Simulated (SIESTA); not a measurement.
**Ag in SIESTA: convergence with basis size**

Input of the first run (basis size SZ); the others differ in this setting and in those tied to it:

Contents of Ag.fdf:

```
SystemName                      Ag
SystemLabel                     Ag
NumberOfSpecies                 1
NumberOfAtoms                   5
%block ChemicalSpeciesLabel
  1  47 Ag
%endblock ChemicalSpeciesLabel

LatticeConstant                 1.0 Ang
%block LatticeVectors
     2.9460943265     0.0000000000     0.0000000000
    -1.4730471633     2.5513925288     0.0000000000
     0.0000000000     0.0000000000    24.6049295800
%endblock LatticeVectors
AtomicCoordinatesFormat         Fractional
%block AtomicCoordinatesAndAtomicSpecies
     0.0000000000     0.0000000000     0.3048169667  1  Ag
     0.6666666667     0.3333333333     0.4023697588  1  Ag
     0.3333333334     0.6666666667     0.4999225509  1  Ag
     0.6666666667     0.3333333333     0.5976302412  1  Ag
     0.3333333334     0.6666666667     0.6951830333  1  Ag
%endblock AtomicCoordinatesAndAtomicSpecies

%block kgrid.MonkhorstPack
    8   0   0  0.0
    0   8   0  0.0
    0   0   1  0.0
%endblock kgrid.MonkhorstPack
XC.Functional                   GGA
XC.Authors                      RPBE
PAO.BasisSize                   SZ
PAO.EnergyShift                 0.003 Ry
Mesh.Cutoff                     800 Ry
OccupationFunction              FD
ElectronicTemperature           0.05 eV
Slab.DipoleCorrection           vacuum
MaxSCFIterations                120
SCF.MustConverge                false
SCF.Mixer.Method                Pulay
SCF.Mixer.Weight                0.25
SCF.Mixer.History               8
SCF.DM.Tolerance                5.0e-05
SCF.H.Tolerance                 1.0e-03 eV
WriteForces                     true
Charge.Mulliken                 end
```

Potentials or basis: PseudoDojo 0.4 standard (PBE files), SZ (energy shift 0.003 Ry).

Command:

```bash
$ siesta < Ag.fdf > Ag.out 2>&1
```

The slab is cut from a database's or a generator's crystal, which needn't be the stable form of the element.

Hardware: 1 thread of Arm Neoverse V1, with other jobs on the host.

| basis size | energy less the tightest run, at zero smearing (meV/atom) | largest force (eV/Å) | SCF cycles | CPU time (s) | peak memory (GiB) |
| --- | --- | --- | --- | --- | --- |
| SZ | 2089.98 | 0.843 | 9 | 25 | 0.34 |
| SZP | 210.86 | 0.114 | 13 | 75 | 0.48 |
| DZ | 555.10 | 0.217 | 15 | 49 | 0.37 |
| DZP | 64.40 | 0.101 | 14 | 100 | 0.51 |
| DZDP | 23.11 | 0.106 | 15 | 150 | 0.59 |
| TZP | 43.23 | 0.103 | 14 | 130 | 0.57 |
| TZDP | 11.01 | 0.117 | 15 | 190 | 0.64 |
| TZTP | 0.00 | 0.115 | 14 | 260 | 0.74 |

Against the tightest run, the largest force stays within 0.005 eV/Å from TZDP on. Not settled before the last step: the energy (to 1 meV/atom). The tightest run that finished is the yardstick and may itself not be fully converged.

Caveat, for the tightest run too: the potentials were made for another functional, which shifts forces and pressure.
